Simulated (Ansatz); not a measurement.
## A strain series on LiCl (CsCl type): xy shear, engineering strain (angle)

LiCl (CsCl type), relaxed with r2SCAN in Ansatz, then strained (xy shear, engineering strain (angle); angles, axes as in the cell below) with the atoms relaxed again within the symmetry that is left. Space group Pm-3m (No. 221), cubic; conventional cell a = 3.271 Å, 17.50 Å³ an atom. Li has 8 Cl at 2.83 Å; Cl has 8 Li at 2.83 Å. Spin-unpolarised throughout. Whether this structure exists isn't addressed.

```
Li Cl
1.0
     3.27112    0.00000    0.00000
     0.00000    3.27112    0.00000
     0.00000    0.00000    3.27112
Li Cl
1 1
Direct
  0.00000 0.00000 0.00000
  0.50000 0.50000 0.50000
```

Gaps are the least over each mesh (PBE 8×8×8, r2SCAN 8×8×8, HSE06 6×6×6 when unstrained) and the special points, which keep their unstrained names; stress is the change from the unstrained cell, compression positive.

| strain (%) | gap, PBE (eV) | gap, r2SCAN (eV) | gap, HSE06 (eV) | edges, HSE06 | xy stress, r2SCAN (GPa) | energy rise, r2SCAN (meV/atom) |
| --- | --- | --- | --- | --- | --- | --- |
| 0.0 | 4.420 | 5.250 | 5.680 | M → Γ | 0.00 | 0.0 |
| +1.18 | 4.420 | 5.250 | 5.681 | M → Γ | +0.20 | -0.1 |
| +3.89 | 4.430 | 5.260 | 5.691 | M → Γ | +0.67 | -1.4 |

Task: Estimate the row for a strain of +3.2 %.

Result:

| strain (%) | gap, PBE (eV) | gap, r2SCAN (eV) | gap, HSE06 (eV) | edges, HSE06 | xy stress, r2SCAN (GPa) | energy rise, r2SCAN (meV/atom) |
| --- | --- | --- | --- | --- | --- | --- |
| +3.2 | 4.427 | 5.256 | 5.688 | M → Γ | +0.55 | -1.0 |

The meshes of the hybrids are coarse, so their gaps aren't converged to the digits shown.
